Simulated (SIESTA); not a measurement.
# BeTe in SIESTA: the effect of basis

BeTe:

```
Te Be
1.0
     0.00000    2.77000    2.77000
     2.77000    0.00000    2.77000
     2.77000    2.77000    0.00000
Te Be
1 1
Direct
  0.75000 0.75000 0.75000
  0.00000 0.00000 0.00000
```

Alike in all runs:

- Program: SIESTA 5.4.2
- Task: band structure
- Functional: PBE
- Potentials or basis: PseudoDojo 0.4 standard (PBE files)
- Grid cutoff: 800 Ry
- Energy shift: 0.003 Ry
- k mesh: 8 × 8 × 8
- Occupations: fermi-dirac, width 0.05 eV
- Spin: no spin polarisation

```csv
basis,gap on the mesh (eV),pressure (GPa)
SZP,?,?
DZP,1.94,3.8
DZDP,1.86,4.5
TZP,1.95,3.7
TZDP,1.87,4.5
```

Question: What does the run with basis SZP give?

Answer: gap on the mesh 2.29 eV; pressure 3.0 GPa.

Caveats: short orbitals over semicore shells can move pressures by several GPa; spin-orbit coupling is left out, which moves the levels of the heavy elements; the basis of atomic orbitals isn't converged, which shifts pressures, moduli and gaps.

